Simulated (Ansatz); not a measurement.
Ansatz input

```yaml
crystal:
  lattice:
    - [0.0, 2.2931076547, 2.2931076547]
    - [2.2931076547, 0.0, 2.2931076547]
    - [2.2931076547, 2.2931076547, 0.0]
  atoms:
    - { symbol: In, position: [0.0, 0.0, 0.0] }
hamiltonian:
  xc: r2scan
  pseudopotentials:
    kind: paw
    azcp:
      In: "pseudopotentials/In.paw.azcp"
basis:
  ecutwfc: 500
  fft_grid_basis: typed
kpoints:
  mp_grid: { grid: [13, 13, 13], shift: [0, 0, 0] }
magnetization:
  spin_polarized: false
scf:
  occupations: { method: fermi_dirac, width: 0.1 }
  lower_state_search: "off"
output:
  stress: true
```

Output

```
Engine: ansatz 0.2.0, x86_64-unknown-linux-gnu
Pseudopotentials: kind: paw
Pseudopotential: In, paw, valence charge 13, recommended cutoff 500 eV (meta_gga) 
Functional definition: r2SCAN
  parameter k0 = 0.174
  parameter k1 = 0.065
  parameter a1 = 4.9479
  exchange = r2scan_x(k0 = k0, k1 = k1, a1 = a1)
  correlation = r2scan_c
Crystal: 1 atoms, lattice volume = 24.116 Å³
Basis set: ecut = 500 eV, 609 PW (Γ), exchange–correlation on 96×96×96 points (64 copies of the dense FFT grid, shifted against one another)
Bands: 11, of which v1, the nominal top of the filled ones, is band 7 counted from 1 (6 counted from 0)
Symmetry: 48 space group operations
Space group: Fm-3m (ITA 225), of the structure as read, at distance tolerance 2.9e-5 Å
k-points: 84 of 2197
Non-local potential: In, projectors of the file, l = 0: 2, l = 1: 2, l = 2: 2, l = 3: 2
PAW form: soft (Blöchl's): semilocal exchange-correlation on the pseudo side does not see the compensation charge
PAW frozen core: In, regenerated for the run's functional (the file was generated under x = pbe(κ = 0.804, μ = 0.2195149727645171), c = pbe(β = 0.06672455060314922))
PAW one-centre angular grid: In, 590 points (default); XC on 289 of its mesh's 2783 points in the sphere
Initial density: superposition of atomic densities (neutral atoms: chi_scale 0, normalization atom), corrected by the library's trained network
Initial wavefunctions: pseudopotential atomic-orbital guess
Functional: x = r2scan, c = r2scan; τ floored in thin density (d = 2e-4 eV/Å³)
SCF iter   1: F=-5611.792032 eV  HF=-5611.789411 eV  |F-HF|=2.62e-3  |Δ(HF+E_count)|=         —  Δρ=8.10e-3  dr2=8.64e-3  dr2_τ=1.85e-3  ethr=1.77e-3  ⟨swp⟩=5.0  Hψ=5605  notcnv=0
SCF iter   2: F=-5611.794748 eV  HF=-5611.795327 eV  |F-HF|=5.79e-4  |Δ(HF+E_count)|=   5.92e-3  Δρ=3.55e-3  dr2=1.69e-3  dr2_τ=6.89e-5  ethr=6.64e-5  ⟨swp⟩=3.0  Hψ=2480  notcnv=0  defer=24
SCF iter   3: F=-5611.795235 eV  HF=-5611.795222 eV  |F-HF|=1.33e-5  |Δ(HF+E_count)|=   1.05e-4  Δρ=3.82e-4  dr2=1.90e-5  dr2_τ=7.37e-7  ethr=1.30e-5  ⟨swp⟩=2.4  Hψ=1377  notcnv=0  defer=24
SCF iter   4: F=-5611.795238 eV  HF=-5611.795237 eV  |F-HF|=6.98e-7  |Δ(HF+E_count)|=   1.60e-5  Δρ=6.27e-5  dr2=8.47e-7  dr2_τ=4.34e-8  ethr=1.46e-7  ⟨swp⟩=2.3  Hψ=1114  notcnv=0  defer=24
iter 5 did not close the SCF: its close was put off for the readings that it lacked (scf_convergence_deferred on its scf_iter line)
SCF iter   5: F=-5611.795239 eV  HF=-5611.795238 eV  |F-HF|=1.03e-7  |Δ(HF+E_count)|=   9.35e-7  Δρ=1.87e-5  dr2=6.67e-8  dr2_τ=2.79e-9  ethr=6.52e-9  ⟨swp⟩=2.5  Hψ=1419  notcnv=0  defer=24
SCF iter   6: F=-5611.795239 eV  HF=-5611.795239 eV  |F-HF|=4.51e-9  |Δ(HF+E_count)|=   1.19e-7  Δρ=3.90e-6  dr2=4.39e-9  dr2_τ=2.63e-11  ethr=5.13e-10  ⟨swp⟩=2.7  Hψ=3367  notcnv=0
SCF 1 converged in 6 iterations: F = -5611.795239 eV  dr2 = 4.39e-9
SCF converged after 6 iterations
Free energy (F): -5611.795239 eV
Harris-Foulkes:  -5611.795239 eV  (|F-HF|=4.51e-9)
Internal energy: -5611.781800 eV  (E = F + TS)
E sigma→0 (E₀):  -5611.788519 eV
Entropy (-TS):   -0.013438 eV (-13.438 meV/atom)
Fermi energy:    11.487637 eV
--- Per-component energies (eV) ---
  E_band       = -16.657147
  E_kinetic    = 242.378005
  E_local      = -1026.772619  (includes V_loc(G=0)·N_el)
  E_nonlocal   = 366.647109
  E_hartree    = 405.094923
  E_xc         = -202.045078
  E_vxc        = -108.374206  (∫ρ·V_xc dr)
  E_paw        = -4181.638676  (= ΣΔE_a)
  E_vpaw       = -308.385608  (= ΣTr[D̂ρ^β])
  E_aug_tail   = 0.000007  (compensation charges beyond the density's cutoff)
  E_vtau       = 7.661902  (kinetic-family band-sum trace: ∫τ·v_τ [+ j·A + Jᵃ·Aᵃ] dr)
  E_ewald      = -1216.411016
  E_core_change = 0.965546  (= ΣΔE_core)
  E_smearing   = -0.013438  (= −TS)
  E_closure    = -0.000000  (closes the sum)
  Σ components = -5611.795239   (vs F -5611.795239, Δ=0.00e0)
--- Stress (GPa, compression-positive) ---
        4.600621      -0.000000      -0.000000
        0.000000       4.600621      -0.000000
       -0.000000       0.000000       4.600621
  P = ⅓ Tr σ = 4.6006 GPa (46.006 kbar)
```

Command:

```sh
ansatz run input.yaml --threads 1 --pin off --max-ram 3584MiB --backend cpu --events-out ev --progress --plain --runs-dir out
```

On 1 thread of Intel(R) Xeon(R) Platinum 8259CL CPU @ 2.50GHz (Skylake/Cascade Lake) (shared host) this took about 7 s of wall time and 5.6 s of CPU time.
